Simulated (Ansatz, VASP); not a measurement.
GaSb: VASP beside Ansatz

```
CELL_PARAMETERS angstrom
0.00000 3.10806 3.10806
3.10806 0.00000 3.10806
3.10806 3.10806 0.00000
ATOMIC_POSITIONS crystal
Ga 0.00000 0.00000 0.00000
Sb 0.25000 0.25000 0.25000
```

Alike in both runs: functional PBE; k mesh 9 × 9 × 9; occupations fermi-dirac, width 0.08 eV; no spin polarisation.

Ansatz relaxed the structure, and its values are those at the end. VASP's run is a single point on that final structure, the one shown.

|  | VASP | Ansatz |
| --- | --- | --- |
| version | VASP 6.6.1 | Ansatz 0.2.0 |
| potentials or method | VASP PAW PBE potentials, release 64 (Ga_d, Sb) | PAW with Ansatz's default frozen-core files, scalar-relativistic |
| plane-wave cutoff (eV) | 520 | 420 |
| valence electrons in the cell | 18 | 28 |

|  | VASP | Ansatz | Ansatz less VASP |
| --- | --- | --- | --- |
| pressure (GPa) | 0.0 | 0.0 | -0.07 |

With one functional, cell and mesh, what is left measures potentials, basis and numerics. The two sets of potentials don't hold the same shells in valence.

Spin-orbit coupling is left out, which matters for the levels of Sb.
